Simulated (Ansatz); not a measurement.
**C: response to strain**

C is deformed so: zz strain of -1 %. What stress and forces result, by LAPW, PAW and all-electron datasets made for the crystal?

Program: Ansatz 0.2.0. Level of theory: DFT PBE, scalar-relativistic. These are calculated values, not measurements.

## (1) The system as given

It takes space group R-3m (No. 166, trigonal). The conventional cell has a = 2.460 Å, b = 2.460 Å, c = 33.450 Å, α = 90.00°, β = 90.00°, γ = 120.00°. C (site symmetry 3m) has 3 C at 1.42 Å as nearest neighbours.

Coordinates:

```
CELL_PARAMETERS angstrom
1.23000 0.71014 11.15000
-1.23000 0.71014 11.15000
0.00000 -1.42028 11.15000
ATOMIC_POSITIONS crystal
C 0.05000 0.05000 0.05000
C 0.95000 0.95000 0.95000
C 0.28300 0.28300 0.28300
C 0.71700 0.71700 0.71700
```

Atoms are numbered in the order of the input: C1, C2, C3, C4.

## (2) After the deformation

Space group R-3m before, R-3m after.

## (3) LAPW, all electrons

Input file input.yaml:

```yaml
crystal:
  lattice:
    - [1.2299994602, 0.7101405194, 11.0385]
    - [-1.2299994602, 0.7101405194, 11.0385]
    - [0.0, -1.4202810389, 11.0385]
  atoms:
    - { symbol: C, position: [0.05, 0.05, 0.05] }
    - { symbol: C, position: [0.95, 0.95, 0.95] }
    - { symbol: C, position: [0.283, 0.283, 0.283] }
    - { symbol: C, position: [0.717, 0.717, 0.717] }
kpoints:
  mp_grid: { grid: [15, 15, 15] }
  band_path:
    path:
      - [0.0, 0.0, 0.0]
      - [0.5, 0.5, 0.5]
      - [0.8305741713, 0.1694258287, 0.5]
      - [0.5, -0.1694258287, 0.1694258287]
      - [0.5, 0.0, 0.0]
      - [0.0, 0.0, 0.0]
      - [0.3347129143, -0.3347129143, 0.0]
      - [0.6652870857, 0.0, 0.3347129143]
      - [0.5, 0.0, 0.5]
    npoints: 5
scf:
  occupations: { method: fermi_dirac, width: 0.08 }
hamiltonian:
  xc: pbe
  pseudopotentials: { kind: all_electron, lapw: { basis_error: 0.001 } }
output:
  forces: true
  stress: true
  eigenvalues: true
```

Run with:

```console
> ansatz run input.yaml --threads 1 --pin off --max-ram 4096MiB --backend cpu --events-out ev --progress --plain --runs-dir out
```

## (4) PAW on the default files

Input file input.yaml:

```yaml
crystal:
  lattice:
    - [1.2299994602, 0.7101405194, 11.0385]
    - [-1.2299994602, 0.7101405194, 11.0385]
    - [0.0, -1.4202810389, 11.0385]
  atoms:
    - { symbol: C, position: [0.05, 0.05, 0.05] }
    - { symbol: C, position: [0.95, 0.95, 0.95] }
    - { symbol: C, position: [0.283, 0.283, 0.283] }
    - { symbol: C, position: [0.717, 0.717, 0.717] }
kpoints:
  mp_grid: { grid: [15, 15, 15] }
scf:
  occupations: { method: fermi_dirac, width: 0.08 }
hamiltonian:
  xc: pbe
  pseudopotentials: { kind: paw }
output:
  forces: true
  stress: true
  eigenvalues: true
  efg: { contact_densities: true }
  write_density: true
  write_potential: true
  elf: true
  volumetric_format: npy
```

## (5) All-electron PAW on datasets made for the crystal

input.yaml: that of step 4 with these lines changed.

```diff
@@ -16,3 +16,3 @@
   xc: pbe
-  pseudopotentials: { kind: paw }
+  pseudopotentials: { kind: all_electron, datasets: crystal }
 output:
@@ -22,5 +22 @@
   efg: { contact_densities: true }
-  write_density: true
-  write_potential: true
-  elf: true
-  volumetric_format: npy
```

(Steps that only read results are left out.)

**Question.** What will these runs give? Wanted: pressure; largest shear or deviatoric stress.

**Answer**, as computed:

| quantity | value |
| --- | --- |
| pressure | LAPW 1.60, PAW 1.64, crystal datasets 1.60 GPa |
| largest shear or deviatoric stress (LAPW) | 0.47 GPa |

What this shows: The largest part of the stress beyond the pressure is 0.47 GPa in size, in the zz component; the atoms are carried along and not relaxed. No run of the undeformed cell stands beside it, so the pressure holds what the given cell had before the change. PAW: stress within 0.06 GPa of LAPW, forces within 1 meV/Å. Crystal datasets: stress within 0.01 GPa of LAPW, forces within 1 meV/Å.
